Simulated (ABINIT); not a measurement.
# WC (Fm-3m) in ABINIT: equation of state

How stiff is WC in PBEsol, and what volume does it want? The cell is scaled to several volumes.

Program: ABINIT 10.8.3 (patched build). These are calculated values, not measurements. Logs are shortened: lines on timing, memory, paths and dates and some standing lists are left out, and cuts for length are marked. The log counts tension as positive stress, the text compression.

### Step 1. Starting point

Symmetry: Fm-3m, No. 225, cubic system. The conventional cell has a = 4.385 Å, b = 4.385 Å, c = 4.385 Å, α = 90.00°, β = 90.00°, γ = 90.00°. W (site symmetry m-3m) is surrounded by 6 C at 2.19 Å. C (site symmetry m-3m) has 6 W at 2.19 Å as nearest neighbours.

Measurements of this composition are mostly on another form, of space group No. 187.

### Step 2. Equation of state, PBEsol

The input, run.abi:

```
# Datasets: one volume each
ndtset 7
getwfk -1
scalecart1 3*0.9795861087
scalecart2 3*0.9864848297
scalecart3 3*0.9932883884
scalecart4 3*1.0000000000
scalecart5 3*1.0066227096
scalecart6 3*1.0131594038
scalecart7 3*1.0196128224

# Pseudopotentials
pp_dirpath "./"
pseudos "W.upf, C.upf"

# Structure
acell 3*1.0
rprim
     0.0000000000     4.1435722378     4.1435722378
     4.1435722378     0.0000000000     4.1435722378
     4.1435722378     4.1435722378     0.0000000000
ntypat 2
znucl 74 6
natom 2
typat 1 2
xred
     0.0000000000     0.0000000000     0.0000000000
     0.5000000000     0.5000000000     0.5000000000

# Plane-wave basis
ecut 41.0

# k points
kptopt 1
ngkpt 10 10 10
nshiftk 1
shiftk 0.0 0.0 0.0

# Exchange and correlation
ixc -116133

# Bands and occupations
nband 13
occopt 3
tsmear 0.05 eV

# SCF cycle
nstep 100
tolvrs 1.0e-10

# Output
iomode 3
prtwf 1
prtden 0
prteig 0
prtebands 0
```

Potentials or basis: PseudoDojo NC SR PBEsol v0.4.1 standard.

On the command line:

```sh
$ abinit run.abi > log 2>&1
```

run.abo:

```text
.Version 10.8.3 of ABINIT
 DATASET    1 : space group Fm -3 m (#225); Bravais cF (face-center cubic)
================================================================================
 Values of the parameters that define the memory need for DATASET  1.
     intxc =       0    ionmov =       0      iscf =       7    lmnmax =       8
     lnmax =       8     mgfft =      36  mpssoang =       4    mqgrid =    3001
     natom =       2  nloc_mem =       1    nspden =       1   nspinor =       1
    nsppol =       1      nsym =      48    n1xccc =    2501    ntypat =       2
    occopt =       3   xclevel =       2
       mpw =        1701          nfft =       46656          nkpt =          47
================================================================================
================================================================================
[... 61 lines left out ...]
 DATASET    7 : space group Fm -3 m (#225); Bravais cF (face-center cubic)
================================================================================
 Values of the parameters that define the memory need for DATASET  7.
     intxc =       0    ionmov =       0      iscf =       7    lmnmax =       8
     lnmax =       8     mgfft =      36  mpssoang =       4    mqgrid =    3001
     natom =       2  nloc_mem =       1    nspden =       1   nspinor =       1
    nsppol =       1      nsym =      48    n1xccc =    2501    ntypat =       2
    occopt =       3   xclevel =       2
       mpw =        1916          nfft =       46656          nkpt =          47
================================================================================
================================================================================

--------------------------------------------------------------------------------
------------- Echo of variables that govern the present computation ------------
--------------------------------------------------------------------------------
 -outvars: echo values of preprocessed input variables --------
            acell      1.0000000000E+00  1.0000000000E+00  1.0000000000E+00 Bohr
              amu      1.83850000E+02  1.20110000E+01
             ecut      4.10000000E+01 Hartree
           getwfk          -1
              ixc     -116133
           jdtset        1    2    3    4    5    6    7
         kptrlatt       10    0    0      0   10    0      0    0   10
          kptrlen1     5.74027277E+01
          kptrlen2     5.78069856E+01
          kptrlen3     5.82056671E+01
          kptrlen4     5.85989606E+01
          kptrlen5     5.89870445E+01
          kptrlen6     5.93700879E+01
          kptrlen7     5.97482516E+01
            natom           2
            nband          13
           ndtset           7
            ngfft          36      36      36
             nkpt          47
            nstep         100
             nsym          48
           ntypat           2
           occopt           3
           prtden           0
        prtebands           0
           prteig           0
            rprim1     0.0000000000E+00  4.0589858045E+00  4.0589858045E+00
                       4.0589858045E+00  0.0000000000E+00  4.0589858045E+00
                       4.0589858045E+00  4.0589858045E+00  0.0000000000E+00
            rprim2     0.0000000000E+00  4.0875711534E+00  4.0875711534E+00
                       4.0875711534E+00  0.0000000000E+00  4.0875711534E+00
                       4.0875711534E+00  4.0875711534E+00  0.0000000000E+00
            rprim3     0.0000000000E+00  4.1157621903E+00  4.1157621903E+00
                       4.1157621903E+00  0.0000000000E+00  4.1157621903E+00
                       4.1157621903E+00  4.1157621903E+00  0.0000000000E+00
            rprim4     0.0000000000E+00  4.1435722378E+00  4.1435722378E+00
                       4.1435722378E+00  0.0000000000E+00  4.1435722378E+00
                       4.1435722378E+00  4.1435722378E+00  0.0000000000E+00
            rprim5     0.0000000000E+00  4.1710139134E+00  4.1710139134E+00
                       4.1710139134E+00  0.0000000000E+00  4.1710139134E+00
                       4.1710139134E+00  4.1710139134E+00  0.0000000000E+00
            rprim6     0.0000000000E+00  4.1980991781E+00  4.1980991781E+00
                       4.1980991781E+00  0.0000000000E+00  4.1980991781E+00
                       4.1980991781E+00  4.1980991781E+00  0.0000000000E+00
            rprim7     0.0000000000E+00  4.2248393842E+00  4.2248393842E+00
                       4.2248393842E+00  0.0000000000E+00  4.2248393842E+00
                       4.2248393842E+00  4.2248393842E+00  0.0000000000E+00
          spgroup         225
           tolvrs      1.00000000E-10
           tsmear      1.83746611E-03 Hartree
            typat      1  2
           xangst1     0.0000000000E+00  0.0000000000E+00  0.0000000000E+00
                       2.1479227857E+00  2.1479227857E+00  2.1479227857E+00
           xangst2     0.0000000000E+00  0.0000000000E+00  0.0000000000E+00
                       2.1630495008E+00  2.1630495008E+00  2.1630495008E+00
           xangst3     0.0000000000E+00  0.0000000000E+00  0.0000000000E+00
                       2.1779675551E+00  2.1779675551E+00  2.1779675551E+00
           xangst4     0.0000000000E+00  0.0000000000E+00  0.0000000000E+00
                       2.1926839985E+00  2.1926839985E+00  2.1926839985E+00
           xangst5     0.0000000000E+00  0.0000000000E+00  0.0000000000E+00
                       2.2072055079E+00  2.2072055079E+00  2.2072055079E+00
           xangst6     0.0000000000E+00  0.0000000000E+00  0.0000000000E+00
                       2.2215384126E+00  2.2215384126E+00  2.2215384126E+00
           xangst7     0.0000000000E+00  0.0000000000E+00  0.0000000000E+00
                       2.2356887203E+00  2.2356887203E+00  2.2356887203E+00
            xcart1     0.0000000000E+00  0.0000000000E+00  0.0000000000E+00
                       4.0589858045E+00  4.0589858045E+00  4.0589858045E+00
            xcart2     0.0000000000E+00  0.0000000000E+00  0.0000000000E+00
                       4.0875711534E+00  4.0875711534E+00  4.0875711534E+00
            xcart3     0.0000000000E+00  0.0000000000E+00  0.0000000000E+00
                       4.1157621903E+00  4.1157621903E+00  4.1157621903E+00
            xcart4     0.0000000000E+00  0.0000000000E+00  0.0000000000E+00
                       4.1435722378E+00  4.1435722378E+00  4.1435722378E+00
            xcart5     0.0000000000E+00  0.0000000000E+00  0.0000000000E+00
                       4.1710139134E+00  4.1710139134E+00  4.1710139134E+00
            xcart6     0.0000000000E+00  0.0000000000E+00  0.0000000000E+00
                       4.1980991781E+00  4.1980991781E+00  4.1980991781E+00
            xcart7     0.0000000000E+00  0.0000000000E+00  0.0000000000E+00
                       4.2248393842E+00  4.2248393842E+00  4.2248393842E+00
             xred      0.0000000000E+00  0.0000000000E+00  0.0000000000E+00
                       5.0000000000E-01  5.0000000000E-01  5.0000000000E-01
            znucl       74.00000    6.00000

================================================================================

 chkinp: Checking input parameters for consistency, jdtset=   1.

 chkinp: Checking input parameters for consistency, jdtset=   2.

 chkinp: Checking input parameters for consistency, jdtset=   3.

 chkinp: Checking input parameters for consistency, jdtset=   4.
[... 18 lines left out ...]
 Real(R)+Recip(G) space primitive vectors, cartesian coordinates (Bohr,Bohr^-1):
 R(1)=  0.0000000  4.0589858  4.0589858  G(1)= -0.1231835  0.1231835  0.1231835
 R(2)=  4.0589858  0.0000000  4.0589858  G(2)=  0.1231835 -0.1231835  0.1231835
 R(3)=  4.0589858  4.0589858  0.0000000  G(3)=  0.1231835  0.1231835 -0.1231835
 Unit cell volume ucvol=  1.3374655E+02 bohr^3
 Angles (23,13,12)=  6.00000000E+01  6.00000000E+01  6.00000000E+01 degrees

 getcut: wavevector=  0.0000  0.0000  0.0000  ngfft=  36  36  36
         ecut(hartree)=     41.000   => boxcut(ratio)=   2.17577

--- Pseudopotential description ------------------------------------------------
- pspini: atom type   1  psp file is ./W.upf
12 -116133 3 -1 1396                          pspcod,pspxc,lmax,lloc,mmax
     nproj     2     2     2     2

- pspini: atom type   2  psp file is ./C.upf
12 -116133 1 -1 1248                          pspcod,pspxc,lmax,lloc,mmax
     nproj     2     2     0     0

   2.85529726E+02                                ecore*ucvol(ha*bohr**3)
--------------------------------------------------------------------------------

================================================================================

--- !BeginCycle
iteration_state: {dtset: 1, }
solver: {iscf: 7, nstep: 100, nline: 4, wfoptalg: 0, }
tolerances: {tolvrs: 1.00E-10, }
...

     iter   Etot(hartree)      deltaE(h)  residm     vres2
 ETOT  1  -81.639495782745    -8.164E+01 2.645E-01 9.087E+02
 ETOT  2  -81.557239149490     8.226E-02 8.778E-02 1.538E+03
 ETOT  3  -81.819985778349    -2.627E-01 1.052E-02 7.478E-01
 ETOT  4  -81.820152271205    -1.665E-04 8.095E-03 2.090E-01
 ETOT  5  -81.820161841779    -9.571E-06 1.901E-03 1.169E-01
 ETOT  6  -81.820181036194    -1.919E-05 2.712E-03 1.220E-02
 ETOT  7  -81.820183288042    -2.252E-06 7.553E-04 6.006E-05
 ETOT  8  -81.820183299178    -1.114E-08 5.117E-04 1.046E-07
 ETOT  9  -81.820183299189    -1.056E-11 1.655E-04 1.118E-08
 ETOT 10  -81.820183299193    -4.064E-12 1.502E-04 2.240E-11
[... 981 lines left out ...]
 Cartesian components of stress tensor (hartree/bohr^3)
  sigma(1 1)=  9.37919220E-04  sigma(3 2)=  0.00000000E+00
  sigma(2 2)=  9.37919220E-04  sigma(3 1)=  0.00000000E+00
  sigma(3 3)=  9.37919220E-04  sigma(2 1)=  0.00000000E+00

-Cartesian components of stress tensor (GPa)         [Pressure= -2.7595E+01 GPa]
- sigma(1 1)=  2.75945361E+01  sigma(3 2)=  0.00000000E+00
- sigma(2 2)=  2.75945361E+01  sigma(3 1)=  0.00000000E+00
- sigma(3 3)=  2.75945361E+01  sigma(2 1)=  0.00000000E+00

== END DATASET(S) ==============================================================
================================================================================

 -outvars: echo values of variables after computation  --------
            acell      1.0000000000E+00  1.0000000000E+00  1.0000000000E+00 Bohr
           etotal1    -8.1820183299E+01
           etotal2    -8.1821173151E+01
           etotal3    -8.1821328423E+01
           etotal4    -8.1820735089E+01
           etotal5    -8.1819469557E+01
           etotal6    -8.1817601983E+01
           etotal7    -8.1815194973E+01
            fcart1    -0.0000000000E+00 -0.0000000000E+00 -0.0000000000E+00
                      -0.0000000000E+00 -0.0000000000E+00 -0.0000000000E+00
            fcart2    -0.0000000000E+00 -0.0000000000E+00 -0.0000000000E+00
                      -0.0000000000E+00 -0.0000000000E+00 -0.0000000000E+00
            fcart3    -0.0000000000E+00 -0.0000000000E+00 -0.0000000000E+00
                      -0.0000000000E+00 -0.0000000000E+00 -0.0000000000E+00
            fcart4    -0.0000000000E+00 -0.0000000000E+00 -0.0000000000E+00
                      -0.0000000000E+00 -0.0000000000E+00 -0.0000000000E+00
            fcart5    -0.0000000000E+00 -0.0000000000E+00 -0.0000000000E+00
                      -0.0000000000E+00 -0.0000000000E+00 -0.0000000000E+00
            fcart6    -0.0000000000E+00 -0.0000000000E+00 -0.0000000000E+00
                      -0.0000000000E+00 -0.0000000000E+00 -0.0000000000E+00
            fcart7    -0.0000000000E+00 -0.0000000000E+00 -0.0000000000E+00
                      -0.0000000000E+00 -0.0000000000E+00 -0.0000000000E+00
            rprim1     0.0000000000E+00  4.0589858045E+00  4.0589858045E+00
[... 30 lines left out ...]
           strten6     7.5861174921E-04  7.5861174921E-04  7.5861174921E-04
                       0.0000000000E+00  0.0000000000E+00  0.0000000000E+00
           strten7     9.3791921980E-04  9.3791921980E-04  9.3791921980E-04
                       0.0000000000E+00  0.0000000000E+00  0.0000000000E+00
           xangst1     0.0000000000E+00  0.0000000000E+00  0.0000000000E+00
                       2.1479227857E+00  2.1479227857E+00  2.1479227857E+00
           xangst2     0.0000000000E+00  0.0000000000E+00  0.0000000000E+00
                       2.1630495008E+00  2.1630495008E+00  2.1630495008E+00
           xangst3     0.0000000000E+00  0.0000000000E+00  0.0000000000E+00
                       2.1779675551E+00  2.1779675551E+00  2.1779675551E+00
           xangst4     0.0000000000E+00  0.0000000000E+00  0.0000000000E+00
                       2.1926839985E+00  2.1926839985E+00  2.1926839985E+00
           xangst5     0.0000000000E+00  0.0000000000E+00  0.0000000000E+00
                       2.2072055079E+00  2.2072055079E+00  2.2072055079E+00
           xangst6     0.0000000000E+00  0.0000000000E+00  0.0000000000E+00
                       2.2215384126E+00  2.2215384126E+00  2.2215384126E+00
           xangst7     0.0000000000E+00  0.0000000000E+00  0.0000000000E+00
                       2.2356887203E+00  2.2356887203E+00  2.2356887203E+00
             xred      0.0000000000E+00  0.0000000000E+00  0.0000000000E+00
                       5.0000000000E-01  5.0000000000E-01  5.0000000000E-01
 Calculation completed.
```

Wall time 3.2 min (1 thread of Arm Neoverse V2, shared host); peak memory 0.11 GiB.

Results:

| Quantity | Value |
| --- | --- |
| Equilibrium volume | 10.27 Å³/atom |
| Bulk modulus | 389 GPa |
| Pressure derivative of the bulk modulus | 4.3 |

Energy against volume, from the lowest point:
```
volume (Å³/atom)  energy (meV/atom)
           9.910              15.58
          10.120               2.11
          10.331               0.00
          10.542               8.07
          10.753              25.29
          10.964              50.70
          11.175              83.45
```

Caveat: pressures at fixed basis lie under the slope of the energies; the highest band is partly filled, so the run has too few bands. The run has no spin-orbit coupling, so splittings on W are missing.
